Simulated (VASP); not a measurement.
# CaSe (Pm-3m) in VASP: phonons with PBE

Aim: the phonons of CaSe with PBE.

All numbers are computed with VASP 6.6.1; they aren't measurements. Logs are shortened: lines on timing, memory, paths and dates and some standing lists are left out, and cuts for length are marked.

### 1 The structure

Symmetry: Pm-3m, No. 221, cubic system. The conventional cell has a = 3.651 Å, b = 3.651 Å, c = 3.651 Å, α = 90.00°, β = 90.00°, γ = 90.00°. Around Ca (site symmetry m-3m) lie 8 Se at 3.16 Å. Around Se (site symmetry m-3m) lie 8 Ca at 3.16 Å.

The cell comes from a database or a generator and needn't be the stable form of this composition.

### 2 Phonons, PBE

File INCAR:

```
SYSTEM = CaSe
PREC     = Accurate       ! precision mode
ENCUT    = 520            ! plane-wave cutoff, eV
EDIFF    = 1E-8           ! SCF threshold, eV
ISMEAR   = 0              ! smearing method
SIGMA    = 0.01           ! smearing width, eV
LREAL    = .FALSE.        ! projectors in reciprocal space
LASPH    = .TRUE.         ! aspherical terms in the spheres
NELM     = 100            ! most SCF steps
ALGO     = Normal         ! electronic algorithm
ISIF     = 2              ! what is computed and relaxed
LWAVE    = .FALSE.        ! write WAVECAR
LCHARG   = .TRUE.         ! write CHGCAR
GGA      = PE             ! functional
NBANDS   = 15             ! bands
IBRION   = 8              ! ionic algorithm
NSW      = 1              ! ionic steps
LEPSILON = .TRUE.         ! dielectric tensor by DFPT
```

File KPOINTS:

```
regular mesh
0
G
  8 8 8
  0 0 0
```

File POSCAR:

```
CaSe
1.0
    3.6513000000      0.0000000000      0.0000000000
    0.0000000000      3.6513000000      0.0000000000
    0.0000000000      0.0000000000      3.6513000000
Ca Se
1 1
Direct
    0.0000000000      0.0000000000      0.0000000000
    0.5000000000      0.5000000000      0.5000000000
```

Potentials or basis: VASP PAW PBE potentials, release 64 (Ca_sv, Se).

The run is started by

```
cat potpaw_PBE.64/Ca_sv/POTCAR potpaw_PBE.64/Se/POTCAR > POTCAR
mpirun -np 1 vasp_std > vasp.out
```

OUTCAR:

```text
SYSTEM = CaSe
   PREC = Accurate
   ENCUT = 520
   EDIFF = 1E-8
   ISMEAR = 0
   LREAL = .FALSE.
   LASPH = .TRUE.
   NELM = 100
   ISIF = 2
   GGA = PE
   IBRION = 8
   NSW = 1
   LEPSILON = .TRUE.

 ion  position               nearest neighbor table
   1  0.000  0.000  0.000-
   2  0.500  0.500  0.500-

  LATTYP: Found a simple cubic cell.
 ALAT       =     3.6513000000

  Lattice vectors:

 A1 = (   3.6513000000,   0.0000000000,   0.0000000000)
 A2 = (   0.0000000000,   3.6513000000,   0.0000000000)
 A3 = (   0.0000000000,   0.0000000000,   3.6513000000)

Analysis of symmetry for initial positions (statically):
=====================================================================
 Subroutine PRICEL returns:
 Original cell was already a primitive cell.

 Routine SETGRP: Setting up the symmetry group for a
 simple cubic supercell.

 Subroutine GETGRP returns: Found 48 space group operations
 (whereof 48 operations were pure point group operations)
 out of a pool of 48 trial point group operations.

The static configuration has the point symmetry O_h .

Analysis of symmetry for dynamics (positions and initial velocities):
=====================================================================
 Subroutine PRICEL returns:
 Original cell was already a primitive cell.

 Routine SETGRP: Setting up the symmetry group for a
 simple cubic supercell.

 Subroutine GETGRP returns: Found 48 space group operations
 (whereof 48 operations were pure point group operations)
 out of a pool of 48 trial point group operations.

The dynamic configuration has the point symmetry O_h .

 Subroutine INISYM returns: Found 48 space group operations
 (whereof 48 operations are pure point group operations),
 and found     1 'primitive' translations

----------------------------------------------------------------------------------------

                                     Primitive cell

[... 662 lines left out ...]
     0.00000  0.00959  0.00000
    -0.00000  0.00000  0.00959

 MACROSCOPIC STATIC DIELECTRIC TENSOR (including local field effects in DFT)
 ------------------------------------------------------
           7.865044    -0.000000     0.000000
           0.000000     7.865044    -0.000000
           0.000000    -0.000000     7.865044
 ------------------------------------------------------

 PIEZOELECTRIC TENSOR (including local field effects)  for field in x, y, z        (e  Angst)
          XX          YY          ZZ          XY          YZ          ZX
  --------------------------------------------------------------------------------
  x     0.00000     0.00000     0.00000     0.00000     0.00000     0.00000
  y     0.00000     0.00000     0.00000     0.00000     0.00000     0.00000
  z     0.00000     0.00000     0.00000     0.00000     0.00000     0.00000

 PIEZOELECTRIC TENSOR (including local field effects)  for field in x, y, z        (C/m^2)
          XX          YY          ZZ          XY          YZ          ZX
  --------------------------------------------------------------------------------
  x     0.00000     0.00000     0.00000     0.00000     0.00000     0.00000
  y     0.00000     0.00000     0.00000     0.00000     0.00000     0.00000
  z     0.00000     0.00000     0.00000     0.00000     0.00000     0.00000

 BORN EFFECTIVE CHARGES (including local field effects) (in |e|, cummulative output)
 ---------------------------------------------------------------------------------
 ion    1
    1     2.87287     0.00000     0.00000
    2     0.00000     2.87287     0.00000
    3    -0.00000     0.00000     2.87287
 ion    2
    1    -2.87287    -0.00000    -0.00000
    2    -0.00000    -2.87287    -0.00000
    3     0.00000    -0.00000    -2.87287

 INTERNAL STRAIN TENSOR FOR ION    2 for displacements in x,y,z  (eV/Angst):
          X           Y           Z          XY          YZ          ZX
  --------------------------------------------------------------------------------
  x     0.00000     0.00000     0.00000     0.00000     0.00000     0.00000
  y     0.00000     0.00000     0.00000     0.00000     0.00000     0.00000
  z     0.00000     0.00000     0.00000     0.00000     0.00000     0.00000

 SECOND DERIVATIVES (NOT SYMMETRIZED)
 ------------------------------------
               1X          1Y          1Z          2X          2Y          2Z
  1X    -0.803639    0.000000    0.000000    0.803639   -0.000000    0.000000
  1Y     0.000000   -0.803639   -0.000000   -0.000000    0.803639    0.000000
  1Z     0.000000    0.000000   -0.803639   -0.000000   -0.000000    0.803639
  2X     0.798911    0.000000    0.000000   -0.798911   -0.000000   -0.000000
  2Y     0.000000    0.798911    0.000000   -0.000000   -0.798911   -0.000000
  2Z     0.000000    0.000000    0.798911   -0.000000    0.000000   -0.798911

 Eigenvectors and eigenvalues of the dynamical matrix
 ----------------------------------------------------

   1 f  =    2.715422 THz    17.061500 2PiTHz   90.576728 cm-1    11.230078 meV
             X         Y         Z           dx          dy          dz
      0.000000  0.000000  0.000000    -0.815251   -0.000000    0.000000
      1.825650  1.825650  1.825650     0.579108    0.000000    0.000000
[... 21 lines left out ...]
   6 f/i=    0.003782 THz     0.023765 2PiTHz    0.126163 cm-1     0.015642 meV
             X         Y         Z           dx          dy          dz
      0.000000  0.000000  0.000000    -0.000000   -0.304567    0.492550
      1.825650  1.825650  1.825650    -0.000000   -0.428760    0.693396

--------------------------------------------------------------------------------------------------------

 MACROSCOPIC STATIC DIELECTRIC TENSOR IONIC CONTRIBUTION
 ------------------------------------------------------
          38.288876    -0.000000     0.000000
          -0.000000    38.288876    -0.000000
           0.000000    -0.000000    38.288876
 ------------------------------------------------------

 ELASTIC MODULI CONTR FROM IONIC RELAXATION (kBar)
 Direction    XX          YY          ZZ          XY          YZ          ZX
 --------------------------------------------------------------------------------
 XX           0.0000      0.0000      0.0000      0.0000      0.0000      0.0000
 YY           0.0000      0.0000      0.0000      0.0000      0.0000      0.0000
 ZZ           0.0000      0.0000      0.0000      0.0000      0.0000      0.0000
 XY           0.0000      0.0000      0.0000      0.0000      0.0000      0.0000
 YZ           0.0000      0.0000      0.0000      0.0000      0.0000      0.0000
 ZX           0.0000      0.0000      0.0000      0.0000      0.0000      0.0000
 --------------------------------------------------------------------------------

 PIEZOELECTRIC TENSOR IONIC CONTR  for field in x, y, z        (C/m^2)
          XX          YY          ZZ          XY          YZ          ZX
  --------------------------------------------------------------------------------
  x     0.00000     0.00000     0.00000     0.00000     0.00000     0.00000
  y     0.00000     0.00000     0.00000     0.00000     0.00000     0.00000
  z     0.00000     0.00000     0.00000     0.00000     0.00000     0.00000
```

OSZICAR:

```text
N       E                     dE             d eps       ncg     rms          rms(c)
DAV:   1     0.104009733518E+03    0.10401E+03   -0.76474E+03  1058   0.100E+03
DAV:   2    -0.459473688584E+01   -0.10860E+03   -0.10304E+03  1330   0.244E+02
DAV:   3    -0.879356003280E+01   -0.41988E+01   -0.41462E+01  1399   0.451E+01
DAV:   4    -0.896356952067E+01   -0.17001E+00   -0.16995E+00  1466   0.782E+00
[... 253 lines left out ...]
RMM:   9    -0.850378570436E-01   -0.50492E-07    0.43904E-06  4850   0.442E-04    0.685E-05
RMM:  10    -0.850376117269E-01    0.24532E-06    0.91959E-07  4920   0.170E-04    0.590E-05
RMM:  11    -0.850376985580E-01   -0.86831E-07    0.70348E-07  4773   0.781E-05    0.699E-06
RMM:  12    -0.850376804595E-01    0.18099E-07    0.61687E-08  4922   0.353E-05    0.268E-06
RMM:  13    -0.850376719627E-01    0.84969E-08    0.80809E-08  4672   0.181E-05    0.198E-06
 Linear response finished
```

Run time: 10 min. Hardware: 1 thread of Intel Xeon Platinum 8259CL at 2.50GHz (Skylake/Cascade Lake), shared host; peak memory 0.29 GiB.

Results:

- Electronic dielectric tensor (diagonal): 7.87
- Born charges (mean of the diagonal): Ca +2.87; Se -2.87 e
- Highest phonon frequency at Γ, LO-TO splitting left out: 91 cm⁻¹

Phonon frequencies in cm⁻¹ (negative: imaginary):
```tsv
q point	frequencies
(0.000, 0.000, 0.000)	0 0 0 91 91 91
```

Electronic dielectric tensor:
```
7.87 0.00 0.00
0.00 7.87 0.00
0.00 0.00 7.87
```

Born effective charge tensors (e):
atom 1, Ca
```
2.87 0.00 0.00
0.00 2.87 0.00
0.00 0.00 2.87
```
atom 2, Se
```
-2.87  0.00  0.00
 0.00 -2.87  0.00
 0.00  0.00 -2.87
```
